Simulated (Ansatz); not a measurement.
# Energy landscape near a TiTe₂ structure

Theory: DFT PBE, scalar-relativistic, plane waves, PAW (Ansatz 0.2.0).

Settings: cutoff 420 eV, Γ-centred mesh 15×15×8 on the computed 3-atom cell, Gaussian smearing of 0.10 eV; no spin polarisation.

Reference cell:

```yaml
crystal:
  lattice:
    - [3.77700, 0.00000, 0.00000]
    - [-1.88850, 3.27098, 0.00000]
    - [0.00000, 0.00000, 6.49800]
  atoms:
    - { symbol: Ti, position: [0.00000, 0.00000, 0.00000] }
    - { symbol: Te, position: [0.66667, 0.33333, 0.26280] }
    - { symbol: Te, position: [0.33333, 0.66667, 0.73720] }
```

Each variant moves atoms of this cell by the vectors given, if any (Å), and then applies a symmetric strain (tensor components, Cartesian axes). The reference cell isn't relaxed at this level. Energies are per atom at zero smearing, counted from the lowest variant. Pressure is positive in compression.

1. strain (xx yy zz yz xz xy, %) 4.22 4.22 5.72 0.00 0.00 0.00; moves: Te2 (0.000, 0.000, 0.073); Te3 (0.000, 0.000, -0.073)
2. strain (xx yy zz yz xz xy, %) -3.87 -3.87 -2.37 0.00 0.00 0.00; moves: Te2 (0.000, 0.000, 0.122); Te3 (0.000, 0.000, -0.122)
3. strain (xx yy zz yz xz xy, %) -1.74 -1.74 7.26 0.00 0.00 0.00; moves: Te2 (0.000, 0.000, -0.073); Te3 (0.000, 0.000, 0.073)
4. strain (xx yy zz yz xz xy, %) 4.78 4.78 -4.21 0.00 0.00 0.00; moves: Te2 (0.000, 0.000, 0.122); Te3 (0.000, 0.000, -0.122)

```csv
result,ΔE (meV/atom),P (GPa),largest force (eV/Å)
A,79.3,-4.42,1.05
B,0.0,1.05,0.03
C,139.3,-7.42,1.47
D,57.6,4.33,0.45
```

(1) Which variant gave which result?

Answers

(1) A is 4, B is 3, C is 1, D is 2. The pressure falls as the cell grows: from the smallest volume to the largest the variants are 2, 3, 4, 1.